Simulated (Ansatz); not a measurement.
# CuI: a single-point run

The task is a single-point run on CuI. The structure is shown as the input types it.

Method: density functional or hybrid calculation with the settings of its input, plane waves (as first typed), in Ansatz 0.2.0.

### Step 1. The structure to begin with

Symmetry: P-3m1, No. 164, trigonal system. Conventional cell: a = 4.095 Å, b = 4.095 Å, c = 7.210 Å, α = 90.00°, β = 90.00°, γ = 120.00°. Cu (site symmetry 3m) is surrounded by 4 I at 2.57 to 2.67 Å and 3 Cu at 2.72 Å. I (site symmetry 3m) has 4 Cu at 2.57 to 2.67 Å as nearest neighbours.

The input asks for a charge of +0.1 e on the cell.

Structure file:

```
Cu I
1.0
     4.09475    0.00000    0.00000
    -2.04738    3.54616    0.00000
     0.00000    0.00000    7.21002
Cu I
2 2
Cartesian
  2.0474 1.1821 4.2730
  0.0000 2.3641 2.9371
  0.0000 2.3641 5.5120
  2.0474 1.1821 1.6980
```

### Step 2. Running it

The input, input.yaml:

```yaml
crystal:
  lattice:
    - [4.0947523479, 0.0, 0.0]
    - [-2.0473761739, 3.5461595555, 0.0]
    - [0.0, 0.0, 7.2100234388]
  atoms:
    - { symbol: Cu, position: [0.6666666667, 0.3333333333, 0.5926419602] }
    - { symbol: Cu, position: [0.3333333333, 0.6666666667, 0.4073580398] }
    - { symbol: I, position: [0.3333333333, 0.6666666667, 0.7644976526] }
    - { symbol: I, position: [0.6666666667, 0.3333333333, 0.2355023474] }
kpoints:
  mp_grid: { grid: [6, 6, 4] }
hamiltonian:
  xc: pbesol
scf:
  occupations: { method: fixed }
  n_extra_bands: 5
  max_iter: 85
output:
  forces: true
  stress: true
  eigenvalues: true
total_charge: 0.1
```

The run is started by

```
> ansatz run input.yaml --threads 4 --pin off --max-ram 4608MiB --backend cpu --events-out ev --progress --plain --runs-dir out
```

What happens when this is run?

Nothing was computed: the input was turned down at the start. The line that matters: «inconsistent input (total_charge, scf.occupations.method): 0.1 gives a fractional electron count (71.900) which fixed/explicit occupations and the σ = 0 step fill (a smearing width below the step floor) cannot realise ...»

The typed charge leaves an electron count that fixed occupations can't fill in whole bands.

Remedy: remove the charge, or use smearing if the charged cell is meant.
